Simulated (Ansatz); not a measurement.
# CrCuO2: the cost of one run

Method: DFT PBE without U, plane waves, PAW, in Ansatz 0.2.0.

### 1 The system as given

Symmetry: R-3m, No. 166, trigonal system. The conventional cell has a = 2.973 Å, b = 2.973 Å, c = 17.100 Å, α = 90.00°, β = 90.00°, γ = 120.00°. Around Cr (site symmetry -3m) lie 6 O at 1.99 Å. Around Cu (site symmetry -3m) lie 2 O at 1.85 Å. O (site symmetry 3m) has 1 Cu at 1.85 Å and 3 Cr at 1.99 Å as nearest neighbours.

Coordinates:

```
Cr Cu O
1.0
     1.48670    0.85835    5.70000
    -1.48670    0.85835    5.70000
     0.00000   -1.71669    5.70000
Cr Cu O
1 1 2
Direct
  0.50000 0.50000 0.50000
  0.00000 0.00000 0.00000
  0.10792 0.10792 0.10792
  0.89208 0.89208 0.89208
```

Magnetic order typed: opposed in the cell.

### 2 From atoms, symmetry kept, no search

The input, input.yaml:

```yaml
crystal:
  lattice:
    - [1.48670051, 0.85834694, 5.70000191]
    - [-1.48670051, 0.85834694, 5.70000191]
    - [0.0, -1.71669388, 5.70000191]
  atoms:
    - { symbol: Cr, position: [0.5, 0.5, 0.5], spin: 4.0 }
    - { symbol: Cu, position: [0.0, 0.0, 0.0], spin: -1.0 }
    - { symbol: O, position: [0.10792, 0.10792, 0.10792] }
    - { symbol: O, position: [0.89208, 0.89208, 0.89208] }
basis:
  ecutwfc: 420
  ecutrho_ratio: 4
kpoints:
  mp_grid: { grid: [7, 7, 7] }
hamiltonian:
  xc: pbe
scf:
  occupations: { method: gaussian, width: 0.05 }
  lower_state_search: "off"
  max_iter: 150
output:
  forces: true
  stress: true
  eigenvalues: true
  populations: true
  hubbard: { sites: [{ site: 0, l: d }, { site: 1, l: d }] }
magnetization:
  spin_polarized: true
```

Launch:

```bash
> ansatz run input.yaml --threads 2 --pin off --max-ram 3072MiB --backend cpu --events-out ev --progress --plain --runs-dir out
```

**Question.** How long does this run take on 2 threads of Arm Neoverse V2, shared host, and how much memory does it need?

About 6.4 s, with a peak of 0.39 GiB.
